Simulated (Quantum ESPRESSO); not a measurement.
# Al under changes of volume

One of the cells (16.603 Å³/atom); the others are scaled copies at fixed shape and fractional positions:

```
CELL_PARAMETERS angstrom
0.00000 2.02481 2.02481
2.02481 0.00000 2.02481
2.02481 2.02481 0.00000
ATOMIC_POSITIONS crystal
Al 0.00000 0.00000 0.00000
```

- Program: Quantum ESPRESSO 7.5
- Functional: r2SCAN
- Potentials or basis: SG15 PBE 1.2
- Cutoff: 1020 eV
- Density cutoff: 4082 eV
- k mesh: 8 × 8 × 8
- Occupations: fermi-dirac, width 0.05 eV
- Spin: no spin polarisation

| volume (Å³/atom) | energy over the lowest point (meV/atom) | pressure (GPa) |
| --- | --- | --- |
| 15.607 | 7.63 | 3.9 |
| 15.939 | ? | ? |
| 16.271 | 0.00 | -0.1 |
| 16.603 | 2.10 | -1.8 |
| 16.935 | 7.52 | -3.4 |
| 17.267 | 15.88 | -4.8 |
| 17.599 | 26.93 | -6.0 |

**Question.** What does the run at 15.939 Å³/atom give?

**Answer.** Energy over the lowest point 1.69 meV/atom; pressure 1.8 GPa.

Worked out: A Birch-Murnaghan fit of order 3 (a polynomial in V^(-2/3)) to the other rows has its minimum at 16.25 Å³/atom with B0 = V·E''(V) = 90 GPa and B' = 4.8. It gives 1.70 meV/atom at 15.939 Å³/atom, against the run's 1.69, and -dE/dV = 1.8 GPa, against 1.8.

Energies are extrapolated to zero smearing.

Caveats: the potentials were made for another functional, which shifts forces and pressure.
